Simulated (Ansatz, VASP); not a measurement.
Two plane-wave programs on Hf

Contents of INCAR:

```
  ALGO = Normal
  EDIFF = 1E-7
  ENCUT = 520
  GGA = PS
  ISIF = 2
  ISMEAR = -1
  LASPH = True
  LCHARG = False
  LREAL = False
  LWAVE = False
  NBANDS = 22
  NELM = 80
  PREC = Accurate
  SIGMA = 0.05
```

Contents of KPOINTS:

```
k-points
0
Gamma
  6 6 9
```

POSCAR

```
Hf
1.0
    4.8952628153      0.0000000000      0.0000000000
   -2.4476314076      4.2394219562      0.0000000000
    0.0000000000      0.0000000000      3.0445212957
Hf
3
Direct
    0.0000000000      0.0000000000      0.0000000000
    0.3333333333      0.6666666667      0.5000000000
    0.6666666667      0.3333333333      0.5000000000
```

input.yaml

```yaml
crystal:
  lattice:
    - [4.8952628153, 0.0, 0.0]
    - [-2.4476314076, 4.2394219562, 0.0]
    - [0.0, 0.0, 3.0445212957]
  atoms:
    - { symbol: Hf, position: [0.0, 0.0, 0.0] }
    - { symbol: Hf, position: [0.3333333333, 0.6666666667, 0.5] }
    - { symbol: Hf, position: [0.6666666667, 0.3333333333, 0.5] }
hamiltonian:
  xc: pbesol
  pseudopotentials: { kind: paw }
kpoints:
  mp_grid: { grid: [6, 6, 9] }
scf:
  occupations: { method: fermi_dirac, width: 0.05 }
output:
  forces: true
  stress: true
  eigenvalues: true
```

Change from the starting cell: volume scaled by 0.96.

Alike in both runs: task single point; functional PBEsol; k mesh 6 × 6 × 9; occupations fermi-dirac, width 0.05 eV; no spin polarisation.

|  | VASP | Ansatz |
| --- | --- | --- |
| version | VASP 6.6.1 | Ansatz 0.2.0 |
| potentials or method | VASP PAW PBE potentials, release 64 (Hf_pv) | Ansatz PAW |
| plane-wave cutoff (eV) | 520 | 420 |
| valence electrons in the cell | 30 | 78 |

```tsv
	VASP	Ansatz	Ansatz less VASP
gap on the k mesh at the Fermi level (eV)	none	none	-
pressure (GPa)	1.5	1.9	+0.38
largest component of the traceless stress (GPa)	0.54	0.42	-0.125
```

A gap of «none» marks a metal or a gap that the smearing closes. With one functional, cell and mesh, what is left measures potentials, basis and numerics. The two sets of potentials don't hold the same shells in valence.

Caveats: the PAW data sets were made with another functional, which shifts forces and pressure a little (VASP); the PAW data sets come from PBE, with cores solved anew for the run's functional, which leaves a small shift of forces and pressure (Ansatz). Spin-orbit coupling is left out, which matters for the levels of Hf.
